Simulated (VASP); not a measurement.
# InP (F-43m) in VASP: a series of runs

The runs below take InP through single point, with LDA.

Everything below comes from runs of VASP 6.6.1. Logs are shortened: lines on timing, memory, paths and dates and some standing lists are left out, and cuts for length are marked.

### 1 The undisturbed crystal

The structure is cubic, space group F-43m (No. 216). Conventional cell: a = 5.861 Å, b = 5.861 Å, c = 5.861 Å, α = 90.00°, β = 90.00°, γ = 90.00°. In (site symmetry -43m) is surrounded by 4 P at 2.54 Å. P (site symmetry -43m) is surrounded by 4 In at 2.54 Å.

### 2 Single point, LDA (grid = ENCUT=400 dk=0.45 cell=3x3x2 ISMEAR=0 SIGMA=0.02 LREAL=Auto EDIFF=1e-06)

The input, INCAR:

```
  PREC = Accurate
  ENCUT = 400
  EDIFF = 1E-6
  ISMEAR = 0
  SIGMA = 0.02
  LREAL = Auto
  LASPH = True
  NELM = 120
  ALGO = Fast
  ISIF = 2
  LWAVE = False
  LCHARG = False
  NBANDS = 174
  NCORE = 1
  KPAR = 2
```

The input, KPOINTS:

```
Automatic mesh
0
Gamma
  2 2 3
```

The input, POSCAR:

```
InP
1.0
    0.0000000000      8.7915000000      8.7915000000
    8.7915000000      0.0000000000      8.7915000000
    5.8610000000      5.8610000000      0.0000000000
P In
18 18
Direct
    0.0000000000      0.0000000000      0.0000000000
    0.2500000000      0.2500000000      0.3750000000
    0.2500000000      0.2500000000      0.8750000000
    0.2500000000      0.5833333333      0.3750000000
    0.2500000000      0.5833333333      0.8750000000
    0.2500000000      0.9166666667      0.3750000000
    0.5833333333      0.2500000000      0.3750000000
    0.5833333333      0.2500000000      0.8750000000
    0.5833333333      0.5833333333      0.3750000000
    0.5833333333      0.5833333333      0.8750000000
    0.5833333333      0.9166666667      0.3750000000
    0.5833333333      0.9166666667      0.8750000000
    0.9166666667      0.2500000000      0.3750000000
    0.9166666667      0.2500000000      0.8750000000
    0.9166666667      0.5833333333      0.3750000000
    0.9166666667      0.5833333333      0.8750000000
    0.9166666667      0.9166666667      0.3750000000
    0.9166666667      0.9166666667      0.8750000000
    0.0000000000      0.0000000000      0.5000000000
    0.0000000000      0.3333333333      0.0000000000
    0.0000000000      0.3333333333      0.5000000000
    0.0000000000      0.6666666667      0.0000000000
    0.0000000000      0.6666666667      0.5000000000
    0.3333333333      0.0000000000      0.0000000000
    0.3333333333      0.0000000000      0.5000000000
    0.3333333333      0.3333333333      0.0000000000
    0.3333333333      0.3333333333      0.5000000000
    0.3333333333      0.6666666667      0.0000000000
    0.3333333333      0.6666666667      0.5000000000
    0.6666666667      0.0000000000      0.0000000000
    0.6666666667      0.0000000000      0.5000000000
    0.6666666667      0.3333333333      0.0000000000
    0.6666666667      0.3333333333      0.5000000000
    0.6666666667      0.6666666667      0.0000000000
    0.6666666667      0.6666666667      0.5000000000
    0.2500000000      0.9166666667      0.8750000000
```

Potentials or basis: VASP PAW LDA potentials, release 64 (P, In_d).

Launch:

```console
$ cat potpaw_LDA.64/P/POTCAR potpaw_LDA.64/In_d/POTCAR > POTCAR
$ mpirun -np 4 vasp_std > vasp.out
```

OUTCAR:

```text
PREC = Accurate
   ENCUT = 400
   EDIFF = 1E-6
   ISMEAR = 0
   LREAL = Auto
   LASPH = True
   NELM = 120
   ISIF = 2

 Found      8 irreducible k-points:

 Following reciprocal coordinates:
            Coordinates               Weight
  0.000000  0.000000  0.000000      1.000000
  0.500000  0.000000  0.000000      1.000000
  0.000000  0.500000  0.000000      1.000000
  0.500000  0.500000  0.000000      1.000000
  0.000000  0.000000  0.333333      2.000000
  0.500000  0.000000  0.333333      2.000000
   k-points           NKPTS =      8   k-points in BZ     NKDIM =      8   number of bands    NBANDS=    174
   number of dos      NEDOS =    301   number of ions     NIONS =     36
   total plane-waves  NPLWV = 381024
   dimension x,y,z NGX =    84 NGY =   84 NGZ =   54
   dimension x,y,z NGXF=   168 NGYF=  168 NGZF=  108
   ions per type =              18  18
   NGX,Y,Z   is equivalent  to a cutoff of  11.23, 11.23, 10.83 a.u.
   NGXF,Y,Z  is equivalent  to a cutoff of  22.46, 22.46, 21.66 a.u.
 SYSTEM =  unknown system
   PREC   = accura    normal or accurate (medium, high low for compatibility)
   ISTART =      0    job   : 0-new  1-cont  2-samecut
   ICHARG =      2    charge: 1-file 2-atom 10-const
   ISPIN  =      1    spin polarized calculation?
   LNONCOLLINEAR =      F non collinear calculations
   LSORBIT =      F    spin-orbit coupling
   LASPH  =      T    aspherical Exc in radial PAW
   ENCUT  =  400.0 eV  29.40 Ry    5.42 a.u.  20.28 20.28 13.52*2*pi/ulx,y,z
   NELM   =    120;   NELMIN=  2; NELMDL= -5     # of ELM steps
   EDIFF  = 0.1E-05   stopping-criterion for ELM
   LREAL  =      T    real-space projection
   EDIFFG = 0.1E-04   stopping-criterion for IOM
   NSW    =      0    number of steps for IOM
   IBRION =     -1    ionic relax: 0-MD 1-quasi-New 2-CG
   NFREE  =      0    steps in history (QN), initial steepest desc. (CG)
   ISIF   =      2    stress and relaxation
   ISYM   =      2    0-nonsym 1-usesym 2-fastsym
   POTIM  = 0.5000    time-step for ionic-motion
   TEBEG  =    0.0;   TEEND  =   0.0 temperature during run
   PSTRESS=    0.0 pullay stress
   NELECT =     324.0000    total number of electrons
   NUPDOWN=      -1.0000    fix difference up-down
   EMIN   =  10.00;   EMAX   =-10.00  energy-range for DOS
   EFERMI =   0.00;   METHOD = LEGACY
   ISMEAR =     0;   SIGMA  =   0.02  broadening in eV -4-tet -1-fermi 0-gaus
   EFERMI_NEDOS =   21; number of points for ismear=-14 and -15
   IALGO  =     68    algorithm
   IMIX   =      4    mixing-type and parameters
     AMIX     =   0.40;   BMIX     =  1.00
     AMIX_MAG =   1.60;   BMIX_MAG =  1.00
  volume/ion in A,a.u.               =      25.17       169.83
  Fermi-wavevector in a.u.,A,eV,Ry     =   1.162021  2.195901 18.371846  1.350293
  Thomas-Fermi vector in A             =   2.298587
   LORBIT       =      0    0 simple, 1 ext, 2 COOP (PROOUT), +10 PAW based schemes
   GGA     = CA    functional components
   LHFCALC =     F    Hartree Fock is set to
   AEXX    =    0.0000 exact exchange contribution
   IVDW    =     0    specifies the selected vdW correction
   LEPSILON=     F    determine dielectric tensor
   LRPA    =     F    only Hartree local field effects (RPA)
 non-spin polarized calculation
 RMM-DIIS sequential band-by-band and
 Gauss-broadening in eV      SIGMA  =   0.02
  energy-cutoff  :      400.00
  volume of cell :      906.00
 maximum number of plane-waves:     16517
 NGX is ok and might be reduce to    84
   NGX = 41   NGY = 41   NGZ = 27

 number of electron     323.9999983 magnetization

 Free energy of the ion-electron system (eV)
  ---------------------------------------------------
  ext. energy  EPLUGINS =         0.00000000
  ---------------------------------------------------
  free energy    TOTEN  =      -170.21604605 eV

  energy without entropy =     -170.21372827  energy(sigma->0) =     -170.21488716

 E-fermi :   5.5045     XC(G=0):  -9.6168

 val. band max:        5.5029239283   @ k =   0.0000   0.0000   0.3333
 cond. band min:       5.5394983123   @ k =   0.0000   0.0000   0.0000
 fundamental gap:      0.0365743841
 Fermi energy:         5.5045174135

 k-point     1 :       0.0000    0.0000    0.0000
  band No.  band energies     occupation
      1      -9.6384      2.00000
      2      -9.5980      2.00000
      3      -9.4010      2.00000
      4      -9.3914      2.00000
      5      -9.3847      2.00000
      6      -9.3814      2.00000
[... 166 lines left out ...]
    173       7.1202      0.00000
    174       7.3730      0.00000

 k-point     2 :       0.5000    0.0000    0.0000
  band No.  band energies     occupation
      1      -9.6384      2.00000
      2      -9.5980      2.00000
      3      -9.4049      2.00000
      4      -9.3934      2.00000
      5      -9.3834      2.00000
      6      -9.3806      2.00000
[... 166 lines left out ...]
    173       7.5557      0.00000
    174       8.0568      0.00000

 k-point     3 :       0.0000    0.5000    0.0000
  band No.  band energies     occupation
      1      -9.6384      2.00000
      2      -9.5979      2.00000
      3      -9.4072      2.00000
      4      -9.3928      2.00000
      5      -9.3845      2.00000
      6      -9.3785      2.00000
[... 166 lines left out ...]
    173       7.5511      0.00000
    174       7.6405      0.00000

 k-point     4 :       0.5000    0.5000    0.0000
  band No.  band energies     occupation
      1      -9.6384      2.00000
      2      -9.5979      2.00000
      3      -9.4060      2.00000
      4      -9.3920      2.00000
      5      -9.3865      2.00000
      6      -9.3822      2.00000
[... 166 lines left out ...]
    173       7.5185      0.00000
    174       7.5874      0.00000

 k-point     5 :       0.0000    0.0000    0.3333
  band No.  band energies     occupation
      1      -9.6443      2.00000
      2      -9.5937      2.00000
      3      -9.3961      2.00000
      4      -9.3848      2.00000
      5      -9.3824      2.00000
      6      -9.3764      2.00000
[... 166 lines left out ...]
    173       7.5071      0.00000
    174       7.5859      0.00000

 k-point     6 :       0.5000    0.0000    0.3333
  band No.  band energies     occupation
      1      -9.6442      2.00000
      2      -9.5937      2.00000
      3      -9.3987      2.00000
      4      -9.3848      2.00000
      5      -9.3803      2.00000
      6      -9.3784      2.00000
[... 166 lines left out ...]
    173       7.7978      0.00000
    174       8.3489      0.00000

 [... further k-points ...]

------------------------ aborting loop because EDIFF is reached ----------------------------------------

  FORCE on cell =-STRESS in cart. coord.  units (eV):
  Direction    XX          YY          ZZ          XY          YZ          ZX
  --------------------------------------------------------------------------------------
  -------------------------------------------------------------------------------------
  Total       -3.6351383     -3.6444383     -2.2690536     -0.1508275     -0.8100713      0.7440097
  in kB       -6.4284140     -6.4448602     -4.0126166     -0.2667249     -1.4325381      1.3157141
  external PRESSURE =      -5.6286303 kB  Pullay stress =       0.0000000 kB

 VOLUME and BASIS-vectors are now :
 -----------------------------------------------------------------------------
  energy-cutoff  :      400.00
  volume of cell :      906.00
      direct lattice vectors                 reciprocal lattice vectors
     0.000000000  8.791500000  8.791500000    -0.056873116  0.056873116  0.056873116
     8.791500000  0.000000000  8.791500000     0.056873116 -0.056873116  0.056873116
     5.861000000  5.861000000  0.000000000     0.085309674  0.085309674 -0.085309674

 POSITION                                       TOTAL-FORCE (eV/Angst)
 -----------------------------------------------------------------------------------
      0.00000      0.00000      0.00000         0.693245     -0.755867     -0.782911
      4.39575      4.39575      4.39575        -0.081356     -0.131308      0.141565
      7.32625      7.32625      4.39575         0.089062      0.104562      0.073395
      7.32625      4.39575      7.32625        -0.084174      0.169257     -0.153694
     10.25675      7.32625      7.32625        -0.149427      0.065385     -0.096065
     10.25675      4.39575     10.25675        -0.011425      0.013751     -0.000944
[... 28 lines left out ...]
      8.79150      8.79150     11.72200         0.027141     -0.003024     -0.030463
     13.18725      7.32625     10.25675         0.805775     -0.797875     -1.056371
 -----------------------------------------------------------------------------------
    total drift:                               -0.020418     -0.020999      0.009994

  FREE ENERGIE OF THE ION-ELECTRON SYSTEM (eV)
  ---------------------------------------------------
  free  energy   TOTEN  =      -170.2160460502 eV

  energy  without entropy=     -170.2137282667  energy(sigma->0) =     -170.21488716
```

It took 14 min on 4 MPI ranks of Intel Xeon Platinum 8488C (Sapphire Rapids), shared host; peak memory 0.57 GiB.

These settings aren't checked as converged: the numbers below hold their error.

What came out:

| Property | Result |
| --- | --- |
| Free energy | -170.2160 eV |
| Pressure | -0.6 GPa |
| Largest force | 1.550 eV/Å |
| Band gap on the k mesh | none (metal or under the smearing width) |

### 3 Single point, LDA (grid = ENCUT=460 dk=0.45 cell=3x3x2 ISMEAR=0 SIGMA=0.05 LREAL=Auto EDIFF=1e-06)

Changes to INCAR since step 2:

```diff
@@ -1,6 +1,6 @@
   PREC = Accurate
-  ENCUT = 400
+  ENCUT = 460
   EDIFF = 1E-6
   ISMEAR = 0
-  SIGMA = 0.02
+  SIGMA = 0.05
   LREAL = Auto
```

KPOINTS is that of step 2.

POSCAR is that of step 2.

Potentials or basis: VASP PAW LDA potentials, release 64 (P, In_d).

Launch:

```console
$ cat potpaw_LDA.64/P/POTCAR potpaw_LDA.64/In_d/POTCAR > POTCAR
$ mpirun -np 4 vasp_std > vasp.out
```

Run time: 14 min. Hardware: 4 MPI ranks of Intel Xeon Platinum 8488C (Sapphire Rapids), shared host; peak memory 0.68 GiB.

The run converged, but some of its settings lie outside the range that counts as converged, so its numbers aren't taken as properties of the crystal.

Results:

```
Free energy            : -170.2184 eV
Pressure               : -0.5 GPa
Largest force          : 1.545 eV/Å
Band gap on the k mesh : none (metal or under the smearing width)
```

[end of part 1 of 2]
